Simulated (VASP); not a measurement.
# SnTe (Fm-3m) in VASP: notebook

One crystal, SnTe, is run at these levels: PBE; tasks: relaxation of cell and atoms.

Everything below comes from runs of VASP 6.6.1. Logs are shortened: lines on timing, memory, paths and dates and some standing lists are left out, and cuts for length are marked.

## 1. The structure

It takes space group Fm-3m (No. 225, cubic). Conventional cell: a = 6.302 Å, b = 6.302 Å, c = 6.302 Å, α = 90.00°, β = 90.00°, γ = 90.00°. Sn (site symmetry m-3m) is surrounded by 6 Te at 3.15 Å. Te (site symmetry m-3m) is surrounded by 6 Sn at 3.15 Å.

## 2. Relaxation of cell and atoms, PBE

INCAR reads:

```
PREC = Accurate
ENCUT = 350
EDIFF = 1E-7
ISMEAR = 0
SIGMA = 0.02
LREAL = F
LASPH = T
NELM = 60
ALGO = Fast
ISIF = 3
LWAVE = F
LCHARG = F
GGA = PE
IBRION = 2
NSW = 80
EDIFFG = -0.002
```

KPOINTS reads:

```
Automatic mesh
0
Gamma
  8 8 8
```

POSCAR reads:

```
SnTe
1.0
    0.0000000000      3.1508500000      3.1508500000
    3.1508500000      0.0000000000      3.1508500000
    3.1508500000      3.1508500000      0.0000000000
Sn Te
1 1
Direct
    0.0000000000      0.0000000000      0.0000000000
    0.5000000000      0.5000000000      0.5000000000
```

Potentials or basis: VASP PAW PBE potentials, release 64 (Sn_d, Te).

Started as:

```
cat potpaw_PBE.64/Sn_d/POTCAR potpaw_PBE.64/Te/POTCAR > POTCAR
mpirun -np 1 vasp_std > vasp.out
```

OUTCAR:

```text
PREC = Accurate
   ENCUT = 350
   EDIFF = 1E-7
   ISMEAR = 0
   LREAL = F
   LASPH = T
   NELM = 60
   ISIF = 3
   GGA = PE
   IBRION = 2
   NSW = 80
   EDIFFG = -0.002

 ion  position               nearest neighbor table
   1  0.000  0.000  0.000-   2 3.15   2 3.15   2 3.15   2 3.15   2 3.15   2 3.15
   2  0.500  0.500  0.500-   1 3.15   1 3.15   1 3.15   1 3.15   1 3.15   1 3.15

  LATTYP: Found a face centered cubic cell.
 ALAT       =     6.3017000000

  Lattice vectors:

 A1 = (   0.0000000000,   3.1508500000,   3.1508500000)
 A2 = (   3.1508500000,   0.0000000000,   3.1508500000)
 A3 = (   3.1508500000,   3.1508500000,   0.0000000000)

Analysis of symmetry for initial positions (statically):
=====================================================================
 Subroutine PRICEL returns:
 Original cell was already a primitive cell.

 Routine SETGRP: Setting up the symmetry group for a
 face centered cubic supercell.

 Subroutine GETGRP returns: Found 48 space group operations
 (whereof 48 operations were pure point group operations)
 out of a pool of 48 trial point group operations.

The static configuration has the point symmetry O_h .

Analysis of symmetry for dynamics (positions and initial velocities):
=====================================================================
 Subroutine PRICEL returns:
 Original cell was already a primitive cell.

 Routine SETGRP: Setting up the symmetry group for a
 face centered cubic supercell.

 Subroutine GETGRP returns: Found 48 space group operations
 (whereof 48 operations were pure point group operations)
 out of a pool of 48 trial point group operations.

The dynamic configuration has the point symmetry O_h .

 Subroutine INISYM returns: Found 48 space group operations
 (whereof 48 operations are pure point group operations),
 and found     1 'primitive' translations

----------------------------------------------------------------------------------------

                                     Primitive cell

  volume of cell :      62.5624

  direct lattice vectors                    reciprocal lattice vectors
     0.000000000  3.150850000  3.150850000    -0.158687338  0.158687338  0.158687338
     3.150850000  0.000000000  3.150850000     0.158687338 -0.158687338  0.158687338
     3.150850000  3.150850000  0.000000000     0.158687338  0.158687338 -0.158687338

  length of vectors
     4.455974803  4.455974803  4.455974803     0.274854533  0.274854533  0.274854533

  position of ions in fractional coordinates (direct lattice)
     0.000000000  0.000000000  0.000000000
     0.500000000  0.500000000  0.500000000

  ion indices of the primitive-cell ions
   primitive index   ion index
                 1           1
                 2           2

----------------------------------------------------------------------------------------

 KPOINTS: Automatic mesh

Automatic generation of k-mesh.
 Grid dimensions read from file:
 generate k-points for:    8    8    8

 Generating k-lattice:

  Cartesian coordinates                     Fractional coordinates (reciprocal lattice)
    -0.019835917  0.019835917  0.019835917     0.125000000  0.000000000  0.000000000
     0.019835917 -0.019835917  0.019835917     0.000000000  0.125000000  0.000000000
     0.019835917  0.019835917 -0.019835917     0.000000000  0.000000000  0.125000000

  Length of vectors
     0.034356817  0.034356817  0.034356817

  Shift w.r.t. Gamma in fractional coordinates (k-lattice)
     0.000000000  0.000000000  0.000000000

 Subroutine IBZKPT returns following result:
 ===========================================

 Found     29 irreducible k-points:

 Following reciprocal coordinates:
            Coordinates               Weight
  0.000000  0.000000  0.000000      1.000000
  0.125000  0.000000  0.000000      8.000000
  0.250000  0.000000  0.000000      8.000000
  0.375000  0.000000  0.000000      8.000000
  0.500000  0.000000  0.000000      4.000000
  0.125000  0.125000  0.000000      6.000000
[... 16 lines left out ...]
  0.500000  0.250000  0.125000     48.000000
 -0.375000  0.250000  0.125000     24.000000
 [... further k-points ...]
   k-points           NKPTS =     29   k-points in BZ     NKDIM =     29   number of bands    NBANDS=     14
   number of dos      NEDOS =    301   number of ions     NIONS =      2
   total plane-waves  NPLWV =  21952
   dimension x,y,z NGX =    28 NGY =   28 NGZ =   28
   dimension x,y,z NGXF=    56 NGYF=   56 NGZF=   56
   ions per type =               1   1
   NGX,Y,Z   is equivalent  to a cutoff of  10.45, 10.45, 10.45 a.u.
   NGXF,Y,Z  is equivalent  to a cutoff of  20.89, 20.89, 20.89 a.u.
 SYSTEM =  unknown system
   PREC   = accura    normal or accurate (medium, high low for compatibility)
   ISTART =      0    job   : 0-new  1-cont  2-samecut
   ICHARG =      2    charge: 1-file 2-atom 10-const
   ISPIN  =      1    spin polarized calculation?
   LNONCOLLINEAR =      F non collinear calculations
   LSORBIT =      F    spin-orbit coupling
   LASPH  =      T    aspherical Exc in radial PAW
   ENCUT  =  350.0 eV  25.72 Ry    5.07 a.u.   6.80  6.80  6.80*2*pi/ulx,y,z
   NELM   =     60;   NELMIN=  2; NELMDL= -5     # of ELM steps
   EDIFF  = 0.1E-06   stopping-criterion for ELM
   LREAL  =      F    real-space projection
   EDIFFG = -.2E-02   stopping-criterion for IOM
   NSW    =     80    number of steps for IOM
   IBRION =      2    ionic relax: 0-MD 1-quasi-New 2-CG
   NFREE  =      1    steps in history (QN), initial steepest desc. (CG)
   ISIF   =      3    stress and relaxation
   ISYM   =      2    0-nonsym 1-usesym 2-fastsym
   POTIM  = 0.5000    time-step for ionic-motion
   TEBEG  =    0.0;   TEEND  =   0.0 temperature during run
   PSTRESS=    0.0 pullay stress
   NELECT =      20.0000    total number of electrons
   NUPDOWN=      -1.0000    fix difference up-down
   EMIN   =  10.00;   EMAX   =-10.00  energy-range for DOS
   EFERMI =   0.00;   METHOD = LEGACY
   ISMEAR =     0;   SIGMA  =   0.02  broadening in eV -4-tet -1-fermi 0-gaus
   EFERMI_NEDOS =   21; number of points for ismear=-14 and -15
   IALGO  =     68    algorithm
   IMIX   =      4    mixing-type and parameters
     AMIX     =   0.40;   BMIX     =  1.00
     AMIX_MAG =   1.60;   BMIX_MAG =  1.00
  volume/ion in A,a.u.               =      31.28       211.10
  Fermi-wavevector in a.u.,A,eV,Ry     =   1.119387  2.115336 17.048485  1.253028
  Thomas-Fermi vector in A             =   2.256026
   LORBIT       =      0    0 simple, 1 ext, 2 COOP (PROOUT), +10 PAW based schemes
   GGA     = PE    functional components
   LHFCALC =     F    Hartree Fock is set to
   AEXX    =    0.0000 exact exchange contribution
   IVDW    =     0    specifies the selected vdW correction
   LEPSILON=     F    determine dielectric tensor
   LRPA    =     F    only Hartree local field effects (RPA)
 conjugate gradient relaxation of ions
 non-spin polarized calculation
 RMM-DIIS sequential band-by-band and
 Gauss-broadening in eV      SIGMA  =   0.02
  energy-cutoff  :      350.00
  volume of cell :       62.56
 maximum number of plane-waves:       950
   NGX = 13   NGY = 13   NGZ = 13

--------------------------------------- Ionic step        1  -------------------------------------------

 number of electron      19.9999990 magnetization

 Free energy of the ion-electron system (eV)
  ---------------------------------------------------
  ext. energy  EPLUGINS =         0.00000000
  ---------------------------------------------------
  free energy    TOTEN  =        -7.53936122 eV

  energy without entropy =       -7.53936067  energy(sigma->0) =       -7.53936094

------------------------ aborting loop because EDIFF is reached ----------------------------------------

  FORCE on cell =-STRESS in cart. coord.  units (eV):
  Direction    XX          YY          ZZ          XY          YZ          ZX
  --------------------------------------------------------------------------------------
  -------------------------------------------------------------------------------------
  Total        0.8167715      0.8167715      0.8167715     -0.0000000     -0.0000000      0.0000000
  in kB       20.9169304     20.9169304     20.9169304     -0.0000000     -0.0000000      0.0000000
  external PRESSURE =      20.9169304 kB  Pullay stress =       0.0000000 kB
[... 129 lines left out ...]
  energy  without entropy=       -7.5577334265  energy(sigma->0) =       -7.55776546

--------------------------------------- Ionic step        5  -------------------------------------------

 number of electron      20.0000000 magnetization

 Free energy of the ion-electron system (eV)
  ---------------------------------------------------
  ext. energy  EPLUGINS =         0.00000000
  ---------------------------------------------------
  free energy    TOTEN  =        -7.55779846 eV

  energy without entropy =       -7.55773047  energy(sigma->0) =       -7.55776447

 E-fermi :   6.4063     XC(G=0):  -9.2851

 val. band max:        6.3867753270   @ k =   0.5000   0.0000   0.0000
 cond. band min:       6.4258219316   @ k =   0.5000   0.0000   0.0000
 fundamental gap:      0.0390466047
 Fermi energy:         6.4062986292

 k-point     1 :       0.0000    0.0000    0.0000
  band No.  band energies     occupation
      1     -15.4960      2.00000
      2     -15.4960      2.00000
      3     -15.4925      2.00000
      4     -15.4925      2.00000
      5     -15.4925      2.00000
      6      -6.0796      2.00000
      7       1.5269      2.00000
      8       4.3676      2.00000
      9       4.3676      2.00000
     10       4.3676      2.00000
     11       9.6325      0.00000
     12       9.6325      0.00000
     13       9.6325      0.00000
     14      11.2197      0.00000
[... 375 lines left out ...]
 k-point    24 :      -0.3750    0.2500    0.1250
  band No.  band energies     occupation
      1     -15.5023      2.00000
      2     -15.4976      2.00000
      3     -15.4900      2.00000
      4     -15.4883      2.00000
      5     -15.4858      2.00000
      6      -4.7529      2.00000
      7      -1.3651      2.00000
      8       2.8386      2.00000
      9       3.1917      2.00000
     10       5.4616      2.00000
     11       6.9243      0.00000
     12       9.2137      0.00000
     13       9.8019      0.00000
     14      12.4236      0.00000

 [... further k-points ...]

------------------------ aborting loop because EDIFF is reached ----------------------------------------

  FORCE on cell =-STRESS in cart. coord.  units (eV):
  Direction    XX          YY          ZZ          XY          YZ          ZX
  --------------------------------------------------------------------------------------
  -------------------------------------------------------------------------------------
  Total        0.0021245      0.0021245      0.0021245     -0.0000000      0.0000000      0.0000000
  in kB        0.0519204      0.0519204      0.0519204     -0.0000000      0.0000000      0.0000000
  external PRESSURE =       0.0519204 kB  Pullay stress =       0.0000000 kB
[... 17 lines left out ...]
  FREE ENERGIE OF THE ION-ELECTRON SYSTEM (eV)
  ---------------------------------------------------
  free  energy   TOTEN  =        -7.5577984625 eV

  energy  without entropy=       -7.5577304738  energy(sigma->0) =       -7.55776447

 reached required accuracy - stopping structural energy minimisation
```

Run time: 38 s. Hardware: 1 thread of Intel Xeon Platinum 8488C (Sapphire Rapids), shared host; peak memory 0.16 GiB.

What came out:

- Free energy: -7.5578 eV
- Relaxed volume: 32.78 Å³/atom
- Relaxed cell: a = 4.526 Å, b = 4.526 Å, c = 4.526 Å, α = 60.00°, β = 60.00°, γ = 60.00°
- Space group after relaxing (to 0.05 Å): Fm-3m (No. 225)
- Energy gained by relaxing: 9.2 meV/atom
- Ionic steps: 5
- Pressure after relaxing: 0.0 GPa
- Band gap on the k mesh: 0.04 eV, direct

The path:
```csv
step,energy change (eV),largest force (eV/Å),pressure (GPa),volume (Å³)
1,0.0000,0.0000,2.09,62.56
2,-0.0173,0.0000,-0.47,66.33
3,-0.0184,0.0000,0.03,65.53
4,-0.0184,0.0000,-0.02,65.59
5,-0.0184,0.0000,0.01,65.56
```

Final structure:
```
Sn Te
1.0
     0.00000    3.20037    3.20037
     3.20037    0.00000    3.20037
     3.20037    3.20037    0.00000
Sn Te
1 1
Direct
  0.00000 0.00000 0.00000
  0.50000 0.50000 0.50000
```

Levels at points of the mesh, in eV from the valence-band top:
```
           k point  band 6  band 7  band 8  band 9  band 10  band 11  band 12  band 13  band 14
(0.00, 0.00, 0.00)  -12.47   -4.86   -2.02   -2.02    -2.02     3.25     3.25     3.25     4.83
(0.50, 0.00, 0.00)  -11.30   -8.10   -1.69   -1.69     0.00     0.04     0.43     0.43     7.67
(0.50, 0.50, 0.00)  -11.04   -6.44   -5.25   -3.52    -3.52     2.36     4.70     4.70     6.04
```

Caveat: spin-orbit coupling is left out, which moves the levels of the heavy elements. A k mesh can miss the band edges.

## 3. Relaxation of cell and atoms, PBE

This run uses another cell than the first one, of 32.78 Å³/atom, 1.048 times its volume.

INCAR is that of step 2.

KPOINTS is that of step 2.

POSCAR reads:

```
SnTe                                    
1.0
   -0.0000000000      3.2003692437      3.2003692437
    3.2003692437     -0.0000000000      3.2003692437
    3.2003692437      3.2003692437      0.0000000000
  Sn              Te            
     1     1
Direct
     0.0000000000000000    0.0000000000000000    1.0000000000000000
     0.5000000000000000    0.5000000000000000    0.5000000000000000
```

Potentials or basis: VASP PAW PBE potentials, release 64 (Sn_d, Te).

Started as:

```
cat potpaw_PBE.64/Sn_d/POTCAR potpaw_PBE.64/Te/POTCAR > POTCAR
mpirun -np 1 vasp_std > vasp.out
```

Wall time 22 s (1 thread of Intel Xeon Platinum 8488C (Sapphire Rapids), shared host); peak memory 0.16 GiB.

Results (log left out):

```yaml
Free_energy: -7.5619 eV
Relaxed_volume: 32.81 Å³/atom
Relaxed_cell: a = 4.527 Å, b = 4.527 Å, c = 4.527 Å, α = 60.00°, β = 60.00°, γ = 60.00°
Space_group_after_relaxing_to_0.05_Å: Fm-3m (No. 225)
Energy_gained_by_relaxing: 0.0 meV/atom
Ionic_steps: 3
Pressure_after_relaxing: 0.0 GPa
Band_gap_on_the_k_mesh: 0.04 eV, direct
```

Final structure:
```yaml
crystal:
  lattice:
    - [0.00000, 3.20124, 3.20124]
    - [3.20124, 0.00000, 3.20124]
    - [3.20124, 3.20124, 0.00000]
  atoms:
    - { symbol: Sn, position: [0.00000, 0.00000, 0.00000] }
    - { symbol: Te, position: [0.50000, 0.50000, 0.50000] }
```

Levels at points of the mesh, in eV from the valence-band top:
```
           k point  band 7  band 8  band 9  band 10  band 11  band 12  band 13  band 14
(0.00, 0.00, 0.00)   -4.86   -2.02   -2.02    -2.02     3.25     3.25     3.25     4.84
(0.50, 0.00, 0.00)   -8.09   -1.69   -1.69     0.00     0.04     0.44     0.44     7.67
(0.50, 0.50, 0.00)   -6.44   -5.25   -3.52    -3.52     2.36     4.69     4.69     6.04
```

Caveat: spin-orbit coupling is left out, which moves the levels of the heavy elements.
